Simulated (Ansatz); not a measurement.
# Band table of Zr (beta tin type)

```
Zr
1.0
    -2.04193    2.04193    1.13226
     2.04193   -2.04193    1.13226
     2.04193    2.04193   -1.13226
Zr
2
Direct
  0.62500 0.87500 0.75000
  0.37500 0.12500 0.25000
```

The cell comes from a relaxation on PAW files under the same functional, begun from a prototype that needn't be the stable phase.

Level of theory: DFT with PBE, scalar-relativistic, in Ansatz 0.2.0; a Γ-centred 14×14×14 k mesh, Fermi–Dirac smearing of 0.1 eV, no spin polarisation. LAPW: all electrons, basis error target 1 meV/atom.

This run: volume at 0.4 of the series' base cell.

Path points, in fractions of the reciprocal vectors: Γ (0.000, 0.000, 0.000), X (0.000, 0.000, 0.500), M (-0.500, 0.500, 0.500), Z (0.327, 0.327, -0.327), Z0 (-0.327, 0.673, 0.327), P (0.250, 0.250, 0.250). The distance column jumps between branches of the path. Levels in eV from the Fermi level; bands 23 to 34, counted from the lowest band of the run. The gap is zero, the pressure 423.0 GPa.

```
# k(1/Å) point b23 b24 b25 b26 b27 b28 b29 b30 b31 b32 b33 b34
0.000 Γ -23.63 -23.49 -23.06 -23.06 -11.00 -4.98 -3.36 -3.23 -2.40 3.43 3.43 4.18
0.272 - -24.28 -23.54 -23.48 -22.89 -10.34 -4.38 -3.57 -3.47 -1.97 3.82 4.19 4.81
0.544 - -25.54 -24.78 -23.44 -22.88 -8.44 -4.18 -4.12 -2.70 -0.36 4.89 6.05 6.54
0.816 - -27.01 -26.34 -23.36 -23.03 -5.74 -4.70 -4.46 -0.24 0.52 5.63 6.79 7.66
1.088 X -27.92 -27.92 -23.22 -23.22 -4.99 -4.99 -1.93 -1.93 2.77 2.77 8.55 8.55
1.360 - -25.96 -25.96 -23.20 -23.20 -4.77 -4.77 -1.58 -1.58 2.33 2.33 8.23 8.23
1.632 - -24.28 -24.28 -22.93 -22.93 -4.21 -4.21 -0.63 -0.63 1.58 1.58 7.44 7.44
1.904 - -23.84 -23.84 -21.98 -21.98 -3.63 -3.63 0.09 0.09 1.90 1.90 6.09 6.09
2.176 M -23.81 -23.81 -21.51 -21.51 -3.39 -3.39 0.03 0.03 3.79 3.79 4.12 4.12
2.560 - -24.19 -23.71 -22.82 -21.76 -3.87 -3.77 -1.29 -0.95 1.92 5.10 5.17 6.09
2.945 - -27.06 -23.45 -23.42 -22.33 -6.20 -4.39 -4.18 -2.39 3.01 5.00 5.25 6.45
3.330 - -25.44 -23.47 -23.20 -22.86 -9.70 -4.40 -3.77 -3.32 -1.15 3.86 4.48 5.14
3.714 Γ -23.63 -23.49 -23.06 -23.06 -11.00 -4.98 -3.36 -3.23 -2.40 3.43 3.43 4.18
4.168 - -25.68 -25.53 -23.11 -23.11 -10.31 -4.46 -2.16 -2.16 -1.91 0.11 0.24 8.62
4.621 - -29.39 -28.48 -23.25 -23.25 -8.29 -5.70 -5.70 -3.04 -0.11 6.32 6.32 6.46
5.075 - -30.74 -29.43 -23.07 -23.07 -6.40 -6.40 -5.10 -1.28 2.31 4.32 4.32 6.46
5.528 Z -30.88 -27.67 -22.29 -22.29 -4.75 -4.75 -1.22 -0.27 2.84 4.64 4.95 4.95
7.287 Z0 -30.88 -27.67 -22.29 -22.29 -4.75 -4.75 -1.22 -0.27 2.84 4.64 4.95 4.95
7.528 - -29.37 -26.06 -21.92 -21.92 -3.02 -3.02 -0.17 0.71 1.84 3.21 3.45 6.27
7.768 - -27.38 -24.47 -21.67 -21.67 -0.75 -0.75 -0.51 -0.14 0.41 1.26 2.25 5.68
8.008 - -25.32 -23.52 -21.55 -21.55 -2.94 -1.95 -0.16 0.45 1.89 1.89 3.33 4.85
8.248 M -23.81 -23.81 -21.51 -21.51 -3.39 -3.39 0.03 0.03 3.79 3.79 4.12 4.12
9.336 X -27.92 -27.92 -23.22 -23.22 -4.99 -4.99 -1.93 -1.93 2.77 2.77 8.55 8.55
9.683 - -27.70 -27.70 -24.23 -24.23 -3.81 -3.81 -2.12 -2.12 2.27 2.27 5.04 5.04
10.030 - -27.19 -27.19 -25.54 -25.54 -4.57 -4.57 -2.49 -2.49 2.30 2.30 5.50 5.50
10.377 - -26.66 -26.66 -25.74 -25.74 -6.37 -6.37 -4.25 -4.25 2.94 2.94 9.62 9.62
10.723 P -26.43 -26.43 -25.68 -25.68 -7.12 -7.12 -5.04 -5.04 3.41 3.41 10.63 10.63
```
